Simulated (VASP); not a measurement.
# Re (P6_3/mmc) in VASP: elastic constants with LDA

Aim: the elastic constants of Re with LDA.

All numbers are computed with VASP 6.6.1; they aren't measurements. Logs are shortened: lines on timing, memory, paths and dates and some standing lists are left out, and cuts for length are marked.

## 1. The crystal as given

Symmetry: P6_3/mmc, No. 194, hexagonal system. The conventional cell has a = 2.761 Å, b = 2.761 Å, c = 4.456 Å, α = 90.00°, β = 90.00°, γ = 120.00°. Re (site symmetry -6m2) is surrounded by 12 Re at 2.74 to 2.76 Å.

## 2. Elastic constants, LDA

Contents of POSCAR:

```
Re
1.0
    2.7610000000      0.0000000000      0.0000000000
   -1.3805000000      2.3910961400      0.0000000000
    0.0000000000      0.0000000000      4.4560000000
Re
2
Direct
    0.3333333300      0.6666666700      0.2500000000
    0.6666666700      0.3333333300      0.7500000000
```

Contents of INCAR.step1:

```
SYSTEM = Re
PREC = Accurate
ENCUT = 600
EDIFF = 1E-8
ISMEAR = 0
SIGMA = 0.1
LREAL = .False.
LASPH = .True.
NELM = 60
ALGO = Normal
ISIF = 3
LWAVE = .False.
LCHARG = .False.
GGA = CA
IBRION = 2
NSW = 40
EDIFFG = -0.002
```

Contents of INCAR.step2:

```
SYSTEM = Re
PREC = Accurate
ENCUT = 600
EDIFF = 1E-8
ISMEAR = 0
SIGMA = 0.1
LREAL = .False.
LASPH = .True.
NELM = 60
ALGO = Normal
ISIF = 3
LWAVE = .False.
LCHARG = .False.
GGA = CA
IBRION = 6
NFREE = 2
POTIM = 0.015
NSW = 1
```

Contents of KPOINTS:

```
Automatic mesh
0
Gamma
  18 18 10
  0 0 0
```

Potentials or basis: VASP PAW LDA potentials, release 64 (Re).

The run is started by

```bash
> cat potpaw_LDA.64/Re/POTCAR > POTCAR
> cp INCAR.step1 INCAR
> mpirun -np 1 vasp_std > vasp.out
> cp CONTCAR POSCAR
> cp INCAR.step2 INCAR
> mpirun -np 1 vasp_std > vasp.out
```

OUTCAR:

```text
SYSTEM = Re
   PREC = Accurate
   ENCUT = 600
   EDIFF = 1E-8
   ISMEAR = 0
   LREAL = .False.
   LASPH = .True.
   NELM = 60
   ISIF = 3
   GGA = CA
   IBRION = 6
   NFREE = 2
   POTIM = 0.015
   NSW = 1

 ion  position               nearest neighbor table
   1  0.333  0.667  0.250-   2 2.72   2 2.72   2 2.72   2 2.72   2 2.72   2 2.72
   2  0.667  0.333  0.750-   1 2.72   1 2.72   1 2.72   1 2.72   1 2.72   1 2.72

  LATTYP: Found a hexagonal cell.
 ALAT       =     2.7414832995
 C/A-ratio  =     1.6127628991

  Lattice vectors:

 A1 = (   2.7414832995,   0.0000000000,   0.0000000000)
 A2 = (  -1.3707416498,   2.3741941816,   0.0000000000)
 A3 = (   0.0000000000,   0.0000000000,   4.4213625539)

Analysis of symmetry for initial positions (statically):
=====================================================================
 Subroutine PRICEL returns:
 Original cell was already a primitive cell.

 Routine SETGRP: Setting up the symmetry group for a
 hexagonal supercell.

 Subroutine GETGRP returns: Found 24 space group operations
 (whereof 12 operations were pure point group operations)
 out of a pool of 24 trial point group operations.

The static configuration has the point symmetry D_3d.
 The point group associated with its full space group is D_6h.

Analysis of symmetry for dynamics (positions and initial velocities):
=====================================================================
 Subroutine PRICEL returns:
 Original cell was already a primitive cell.

 Routine SETGRP: Setting up the symmetry group for a
 hexagonal supercell.

 Subroutine GETGRP returns: Found 24 space group operations
 (whereof 12 operations were pure point group operations)
 out of a pool of 24 trial point group operations.

The dynamic configuration has the point symmetry D_3d.
[... 675 lines left out ...]
      1       2.4191      2.00000
      2       2.5550      2.00000
      3       2.8445      2.00000
      4       5.8697      2.00000
      5       5.9483      2.00000
      6       6.7354      2.00000
      7       7.4984      2.00000
      8      11.4329      0.00000
      9      12.0395      0.00000
     10      12.3591      0.00000
     11      13.9673      0.00000

 [... further k-points ...]
[... 5 lines left out ...]
  --------------------------------------------------------------------------------------
  -------------------------------------------------------------------------------------
  Total        0.0022759      0.0022759      0.0120328      0.0000000      0.0000000     -0.0000000
  in kB        0.1267111      0.1267111      0.6699145      0.0000000      0.0000000     -0.0000000
  external PRESSURE =       0.3077789 kB  Pullay stress =       0.0000000 kB
[... 17 lines left out ...]
  FREE ENERGIE OF THE ION-ELECTRON SYSTEM (eV)
  ---------------------------------------------------
  free  energy   TOTEN  =       -27.5332514742 eV

  energy  without entropy=      -27.5248739004  energy(sigma->0) =      -27.52906269

 INTERNAL STRAIN TENSORS FROM STRAINED CELLS
 ============================================

 INTERNAL STRAIN TENSOR FOR ION    1 for displacements in x,y,z  (eV/Angst):
          X           Y           Z          XY          YZ          ZX
  --------------------------------------------------------------------------------
  x     0.00000    -0.00000    -0.00000    -3.77706     0.00000    -0.00000
  y    -3.66078     3.71561    -0.00000    -0.00003    -0.00002    -0.00027
  z     0.00000    -0.00000     0.00000     0.00000    -0.01305     0.00000

 INTERNAL STRAIN TENSORS FROM DISPLACED ATOMS
 ============================================

 INTERNAL STRAIN TENSOR FOR ION    1 for displacements in x,y,z  (eV/Angst):
          X           Y           Z          XY          YZ          ZX
  --------------------------------------------------------------------------------
  x     0.00000     0.00000     0.00000    -3.80783     0.00000     0.00000
  y    -3.80783     3.80783     0.00000     0.00000     0.00000     0.00000
  z    -0.00000     0.00000     0.00000     0.00000     0.00000     0.00000

 INTERNAL STRAIN TENSOR FOR ION    2 for displacements in x,y,z  (eV/Angst):
          X           Y           Z          XY          YZ          ZX
  --------------------------------------------------------------------------------
  x     0.00000     0.00000     0.00000     3.80783     0.00000     0.00000
  y     3.80783    -3.80783     0.00000     0.00000     0.00000     0.00000
  z     0.00000    -0.00000    -0.00000     0.00000     0.00000     0.00000

 Eigenvectors and eigenvalues of the dynamical matrix
 ----------------------------------------------------

   1 f  =    3.399318 THz    21.358547 2PiTHz  113.389056 cm-1    14.058445 meV
             X         Y         Z           dx          dy          dz
     -0.000000  1.582796  1.105341     0.000000   -0.707107    0.000000
      1.370742  0.791398  3.316022    -0.000000    0.707107    0.000000
[... 16 lines left out ...]
   5 f  =    0.000000 THz     0.000000 2PiTHz    0.000001 cm-1     0.000000 meV
             X         Y         Z           dx          dy          dz
     -0.000000  1.582796  1.105341     0.533141   -0.192912    0.422546
      1.370742  0.791398  3.316022     0.533141   -0.192912    0.422546

   6 f/i=    0.000000 THz     0.000000 2PiTHz    0.000001 cm-1     0.000000 meV
             X         Y         Z           dx          dy          dz
     -0.000000  1.582796  1.105341    -0.397696   -0.521923    0.263504
      1.370742  0.791398  3.316022    -0.397696   -0.521923    0.263504

--------------------------------------------------------------------------------------------------------

 ELASTIC MODULI CONTR FROM IONIC RELAXATION (kBar)
 Direction    XX          YY          ZZ          XY          YZ          ZX
 --------------------------------------------------------------------------------
 XX        -183.3829    183.3829     -0.0000      0.0000      0.0000      0.0000
 YY         183.3829   -183.3829      0.0000     -0.0000      0.0000      0.0000
 ZZ          -0.0000      0.0000     -0.0000      0.0000      0.0000      0.0000
 XY           0.0000     -0.0000      0.0000   -183.3829      0.0000      0.0000
 YZ           0.0000      0.0000      0.0000      0.0000      0.0000      0.0000
 ZX           0.0000      0.0000      0.0000      0.0000      0.0000      0.0000
 --------------------------------------------------------------------------------

 TOTAL ELASTIC MODULI (kBar)
 Direction    XX          YY          ZZ          XY          YZ          ZX
 --------------------------------------------------------------------------------
 XX        6665.8410   3086.0118   2586.3684      0.0000     -0.0000      0.0000
 YY        3086.0118   6665.8410   2586.3684     -0.0000      0.0000     -0.0000
 ZZ        2586.3684   2586.3684   7302.6218     -0.0000     -0.0000      0.0000
 XY           0.0000     -0.0000     -0.0000   1789.9146      0.0000      0.0000
 YZ           0.0000      0.0000     -0.0000      0.0000   1781.6492      0.0000
 ZX           0.0000     -0.0000      0.0000      0.0000      0.0000   1781.6492
 --------------------------------------------------------------------------------
```

OUTCAR.step1:

```text
SYSTEM = Re
   PREC = Accurate
   ENCUT = 600
   EDIFF = 1E-8
   ISMEAR = 0
   LREAL = .False.
   LASPH = .True.
   NELM = 60
[... 848 lines left out ...]
  -------------------------------------------------------------------------------------
  Total       -0.0003922     -0.0003922     -0.0001901      0.0000000      0.0000000      0.0000000
  in kB       -0.0218381     -0.0218381     -0.0105810      0.0000000      0.0000000      0.0000000
  external PRESSURE =      -0.0180857 kB  Pullay stress =       0.0000000 kB
[... 17 lines left out ...]
  FREE ENERGIE OF THE ION-ELECTRON SYSTEM (eV)
  ---------------------------------------------------
  free  energy   TOTEN  =       -27.5337588926 eV

  energy  without entropy=      -27.5255369385  energy(sigma->0) =      -27.52964792

 reached required accuracy - stopping structural energy minimisation
```

Wall time 60 min (1 thread of AMD EPYC 7R13 (Zen 3), shared host); peak memory 0.69 GiB.

Results:

- Relaxed volume: 14.39 Å³/atom
- Relaxed cell: a = 2.741 Å, b = 2.741 Å, c = 4.421 Å, α = 90.00°, β = 90.00°, γ = 120.00°
- Space group after relaxing (to 0.05 Å): P6_3/mmc (No. 194)
- Voigt bulk modulus: 413 GPa
- Highest phonon frequency at Γ: 113 cm⁻¹

The path:
```tsv
step	energy change (eV)	largest force (eV/Å)	pressure (GPa)	volume (Å³)
1	0.0000	0.0000	-8.63	29.42
2	0.3431	0.0000	48.30	26.17
3	-0.0176	0.0000	-0.41	28.81
4	-0.0176	0.0000	-0.05	28.78
5	-0.0176	0.0000	0.13	28.77
6	-0.0176	0.0000	-0.46	28.81
7	-0.0176	0.0000	-0.03	28.78
8	-0.0176	0.0000	0.02	28.78
9	-0.0176	0.0000	0.00	28.78
```

Final structure:
```yaml
crystal:
  lattice:
    - [2.74148, 0.00000, 0.00000]
    - [-1.37074, 2.37419, 0.00000]
    - [0.00000, 0.00000, 4.42136]
  atoms:
    - { symbol: Re, position: [0.33333, 0.66667, 0.25000] }
    - { symbol: Re, position: [0.66667, 0.33333, 0.75000] }
```

Phonon frequencies in cm⁻¹ (negative: imaginary):
```
              q point       frequencies
(0.000, 0.000, 0.000)  0 0 0 97 113 113
```

Elastic tensor in Voigt notation (GPa, in the Cartesian axes of the cell as first typed):
```
667 309 259   0   0   0
309 667 259   0   0   0
259 259 730   0   0   0
  0   0   0 178   0   0
  0   0   0   0 178   0
  0   0   0   0   0 179
```

Clamped-ion elastic tensor (GPa):
```
685 290 259   0   0   0
290 685 259   0   0   0
259 259 730   0   0   0
  0   0   0 178   0   0
  0   0   0   0 178   0
  0   0   0   0   0 197
```

The run has no spin-orbit coupling, so splittings on Re are missing.
